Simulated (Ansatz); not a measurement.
A decomposition energy, worked out: SiC4

These are results of DFT PBE, scalar-relativistic, plane waves, PAW (Ansatz 0.2.0), not measurements. All cells share a 420 eV cutoff and Γ-centred k meshes spaced at most about 0.3 Å⁻¹ (about 0.25 or finer for metals, 2π included). No spin polarisation.

The zero of energy is the elements' standard structures at the same level; no fitted shifts are applied.

Temperature and zero-point effects are left out. No dispersion correction is applied, so the spacing and binding between layers, chains or molecules are poorly described (SiC4 P-3m1). The reference form of C is held partly by dispersion forces, which this level lacks.

A trial structure of SiC4 (reached from: Si and C ordered on hcp sites; relaxed: space group P-3m1 (No. 164), a = 2.470 Å, c = 26.655 Å) has a formation energy of 0.193 eV/atom. It holds Si–Si nets (shortest 2.47 Å) and C–C nets (shortest 1.43 Å). At its composition the lowest mixture among the elements and 1 reference phase computed alike (others may be missing) consists of these:

| phase | source | ΔE_f (eV/atom) |
| --- | --- | --- |
| C (solid) | element | 0.000 |
| SiC (P6_3mc) | Materials Project | -0.204 |

Task: Write the balanced decomposition and find its energy per atom, per formula unit and per mole of formula units.

Result: Balancing Si and C gives SiC4 → 3 C + SiC. The left side holds 5 atoms, and the products take 3/5 (C) and 2/5 (SiC) of them. The mixture therefore lies at 3/5 × (0.000) + 2/5 × (-0.204) = -0.082 eV/atom. The reaction energy is -0.082 − (0.193) = -0.275 eV/atom. Times 5 atoms that is -1.375 eV per SiC4, and times 96.485 it is -133 kJ per mole of SiC4. Decomposition is downhill, so the trial structure is unstable against this mixture.
